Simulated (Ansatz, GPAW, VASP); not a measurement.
**One calculation of Al, 3 ways**

```
CELL_PARAMETERS angstrom
0.00000 2.02481 2.02481
2.02481 0.00000 2.02481
2.02481 2.02481 0.00000
ATOMIC_POSITIONS crystal
Al 0.00000 0.00000 0.00000
```

Alike in all runs: task single point; functional PBE; k mesh 11 × 11 × 11; occupations gaussian, width 0.021 eV; no spin polarisation; no spin-orbit coupling. Pressure is positive in compression and, in plane waves, holds the error of the finite cutoff.

| program and potentials | plane-wave cutoff (eV) | notes | pressure (GPa) |
| --- | --- | --- | --- |
| VASP, PBE PAW files Al, 520 eV | 520 | - | -0.53 |
| GPAW, GPAW PAW data sets (gpaw-data 1.2.1) | 600 | - | -0.37 |
| Ansatz, all-electron LAPW, scalar-relativistic | - | - | -0.49 |

The pressure spans -0.53 (VASP, PBE PAW files Al, 520 eV) to -0.37 GPa (GPAW, GPAW PAW data sets (gpaw-data 1.2.1)), with all-electron results at -0.49.

Differences between rows come from potentials, basis sets and numerical settings, since the functional is the same but for its coding. Runs on potential files found faulty are left out.

All three calculations put fcc aluminium under slight tension, so at this shared k-point sampling the cell is a little larger than the one PBE would choose, and the lattice would contract if released. In a nearly free-electron sp metal, the outward kinetic pressure of the valence electrons is balanced by the cohesive pull of electrostatics and exchange-correlation. On expansion the kinetic term falls off faster, leaving a net inward pull.

The all-electron value of -0.49 GPa lies between the two PAW results, closer to VASP than to GPAW. The spread is small beside aluminium's bulk modulus and corresponds to only a very slight difference in equilibrium volume. Such agreement is expected for an element whose compact, deep-lying core hardly responds to bonding; the remaining differences probably reflect details of the data sets and basis sets. Because the Fermi surface is sampled with the same mesh and narrow smearing throughout, the agreement doesn't show that the pressure itself is converged with respect to k-points.
